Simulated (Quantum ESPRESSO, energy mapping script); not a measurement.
# Predicting a coupling of MnS (Browneite) from a short series in U

How does exchange in MnS (Browneite) follow U? One row of the series is withheld as a test of the fit.

Program: Quantum ESPRESSO 7.5. Level of theory: PBE+U; plane waves, U on orthogonalised atomic orbitals unless named otherwise, collinear spin, no spin–orbit coupling. Results are calculated unless marked as measured.

## 1. Starting point

The structure is cubic, space group F-43m (No. 216). The conventional cell has a = 5.600 Å, b = 5.600 Å, c = 5.600 Å, α = 90.00°, β = 90.00°, γ = 90.00°. Nearest to Mn lie 4 S at 2.42 Å. Nearest to S lie 4 Mn at 2.42 Å. Farther neighbours and most contacts between anions are not listed.

Coordinates:

```cif
data_structure
_symmetry_space_group_name_H-M 'F-43m'
_symmetry_Int_Tables_number 216
_cell_length_a 5.6000
_cell_length_b 5.6000
_cell_length_c 5.6000
_cell_angle_alpha 90.000
_cell_angle_beta 90.000
_cell_angle_gamma 90.000
_cell_volume 175.62
loop_
_atom_site_label
_atom_site_type_symbol
_atom_site_symmetry_multiplicity
_atom_site_Wyckoff_symbol
_atom_site_fract_x
_atom_site_fract_y
_atom_site_fract_z
_atom_site_occupancy
Mn1 Mn 4 a 0.00000 0.00000 0.00000 1
S1 S 4 d 0.25000 0.25000 0.75000 1
```

The potential files are GBRV's for PBE; pw.x takes the functional from them.

## 2. One run of the series

The input, pw.in:

```
&control
  calculation = 'scf'
  prefix = 'pw'
  outdir = './tmp/'
  pseudo_dir = './pseudo/'
  verbosity = 'low'
/
&system
  ibrav = 0
  nat = 4
  ntyp = 3
  ecutwfc = 45
  ecutrho = 360
  nbnd = 33
  occupations = 'smearing'
  smearing = 'fd'
  degauss = 0.00367493
  nspin = 2
  starting_magnetization(1) = 0.3000
  starting_magnetization(2) = -0.3000
/
&electrons
  conv_thr = 1.0e-08
  electron_maxstep = 120
  mixing_beta = 0.3
  mixing_mode = 'plain'
/
ATOMIC_SPECIES
  Mn1 54.9380 Mn.upf
  Mn2 54.9380 Mn.upf
  S 32.0600 S.upf
CELL_PARAMETERS angstrom
  0.00000000 -2.80000000 -2.80000000
  0.00000000 2.80000000 -2.80000000
  5.60000000 0.00000000 0.00000000
ATOMIC_POSITIONS crystal
  Mn1 0.50000000 0.50000000 0.50000000
  Mn2 0.00000000 0.00000000 0.00000000
  S 0.00000000 0.50000000 0.75000000
  S 0.50000000 0.00000000 0.25000000
K_POINTS automatic
  5 5 4 0 0 0
HUBBARD {ortho-atomic}
U Mn1-3d 3
U Mn2-3d 3
```

On the command line:

```console
OMP_NUM_THREADS=1 mpirun -n 4 pw.x -nk 4 -in pw.in > pw.out
```

What it wrote:

```text
Program PWSCF v.7.5 starts
[...]
unit-cell volume          =     592.5578 (a.u.)^3
     number of atoms/cell      =            4
[...]
number of electrons       =        42.00
     number of Kohn-Sham states=           33
     kinetic-energy cutoff     =      45.0000  Ry
     charge density cutoff     =     360.0000  Ry
     scf convergence threshold =      1.0E-08
[...]
xc contribution           =     -70.39616042 Ry
     ewald contribution        =    -253.43760863 Ry
     Hubbard energy            =       0.08446216 Ry
     total magnetization       =    -0.00 Bohr mag/cell
     absolute magnetization    =     9.55 Bohr mag/cell
     convergence has been achieved in  13 iterations
=------------------------------------------------------------------------------=
   JOB DONE.
=------------------------------------------------------------------------------=
[key lines of the parts left out:]
!    total energy              =    -470.69685817 Ry
the Fermi energy is     7.2651 ev
```

Run time: 26 s. Hardware: 4 MPI ranks of Arm Neoverse V1, shared host; peak memory 0.57 GiB.

At each step 5 orders with opposed moments are measured from the parallel order and fitted to E = −Σ J e·e over ordered pairs of unit vectors. The series follows the Mn–Mn pairs, 3.96 Å apart in the run shown.

## 3. The series

| U (eV) | J (meV) | largest moment (μB) |
| --- | --- | --- |
| 3 | -8.27 | 4.33 |
| 4 | ? | ? |
| 5 | -5.08 | 4.39 |
| 6 | -3.99 | 4.42 |
| 7 | -3.14 | 4.44 |
| 8 | -2.46 | 4.46 |

Wanted: J at U = 4.

## 4. The fit

The simplest form of superexchange, t²/(U + Δ), with Δ an offset, makes 1/|J| a straight line in U. Fitted as straight lines, ln|J| holds these rows better than 1/|J|, so take it as an empirical form: ln|J| = a + b U.

| x | y | x − x̄ | y − ȳ | fit |
| --- | --- | --- | --- | --- |
| 3 | 2.113 | -2.8 | 0.679 | 2.112 |
| 5 | 1.625 | -0.800 | 0.192 | 1.627 |
| 6 | 1.384 | 0.200 | -0.0494 | 1.385 |
| 7 | 1.144 | 1.20 | -0.289 | 1.143 |
| 8 | 0.9002 | 2.2 | -0.533 | 0.9003 |

With x̄ = 5.8 and ȳ = 1.433, least squares gives b = Σ(x − x̄)(y − ȳ)/Σ(x − x̄)² = -0.2423 and a = ȳ − b x̄ = 2.838. At x = 4 the line gives y = 1.869, so J = -6.48 meV.

## 5. Outcome

```
J predicted by the fit : -6.48 meV
J of the withheld step : -6.47 meV
```

What this shows: The fit predicts -6.48 meV and the withheld step gave -6.47 meV, a miss of 0.01 meV. The line holds the rows used within 1 % of the largest J. J shrinks by a factor of 1.27 for each eV of U on average over this range. The series was picked because its coupling changes steadily; 3 further steps are left out of the fit, since the number of shells taken differs there or no usable fit came out; their first fits give -10.6 meV, -13.8 meV and -15.8 meV for this pair, which the law need not meet.

[Logs and program files are shortened in this print: banners, set-up blocks, solver, clock and traceback lines can be left out without a mark of their own.]

[Logs are printed without paths, hosts, clocks, repeated set-up lines and the standing remarks that a program may print on its own settings, such as how far it seeks lower states.]

[Hosts, paths, dates, database ids (printed as entryN), source tags and the programs' standing remarks are cut or masked in the printed files.]

[Where a cell is said to come from a database of computed structures, the database is the Materials Project.]
